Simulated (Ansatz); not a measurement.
The system is I.

```xyz
1
Lattice="0.0000 2.3656 3.9098 2.1922 0.0000 3.9098 2.1922 2.3656 0.0000" Properties=species:S:1:pos:R:3 pbc="T T T"
I     0.0000    0.0000    0.0000
```

Base run:

| Quantity | Value |
| --- | --- |
| Program | Ansatz 0.2.0 |
| Functional | r2SCAN |
| Potentials or basis | Ansatz PAW |
| Cutoff | 500 eV |
| Density cutoff | 2000 eV |
| k mesh | 9 × 9 × 9 |
| Occupations | fermi-dirac, width 0.05 eV |
| Spin | no spin polarisation |

Its results: band gap on the k mesh none (metal or under the smearing width); pressure 0.0 GPa.

Task: The run is repeated on the same cell with these changes: functional from r2SCAN to BLYP; cutoff from 500 eV to 420 eV; density cutoff from 2000 eV to 1680 eV. What comes out?

Result: Band gap on the k mesh none (metal or under the smearing width); pressure 3.0 GPa.

Caveats: an odd number of electrons without spin polarisation forces a metal; a magnetic or distorted state may lie lower; the PAW data sets come from PBE, with cores solved anew for the run's functional, which leaves a small shift of forces and pressure; the potentials were made for another functional, which shifts forces and pressure (some runs).

Not every run made on this cell is shown here.
